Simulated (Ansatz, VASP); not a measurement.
# MgO in VASP and in Ansatz

```
Mg O
1.0
     0.00000    2.28201    2.28201
     2.28201    0.00000    2.28201
     2.28201    2.28201    0.00000
Mg O
1 1
Cartesian
  0.0000 0.0000 0.0000
  1.1410 1.1410 1.1410
```

Alike in both runs: task single point; functional PBE-based screened hybrid; k mesh 4 × 4 × 4; no spin polarisation.

|  | VASP | Ansatz |
| --- | --- | --- |
| version | VASP 6.6.1 | Ansatz 0.2.0 |
| potentials or method | VASP PAW PBE potentials, release 64 (Mg, O) | plane waves |
| plane-wave cutoff (eV) | 520 | 420 |
| occupations | gaussian, width 0.01 eV | fixed |
| valence electrons in the cell | 8 | 16 |

Ansatz gave:

```
gap on the k mesh at the Fermi level (eV) : 6.70
pressure (GPa)                            : -6.0
```

Problem. Estimate VASP's values.

Solution. gap on the k mesh at the Fermi level (eV): 6.64; pressure (GPa): -5.5.

The two sets of potentials don't hold the same shells in valence. Ansatz warned: «stress_exchange_threshold_loose».

Caveats: the k mesh is coarse (spacing up to 0.60 Å⁻¹), so the values aren't converged; the PAW data sets were made with another functional, which shifts forces and pressure a little (VASP).
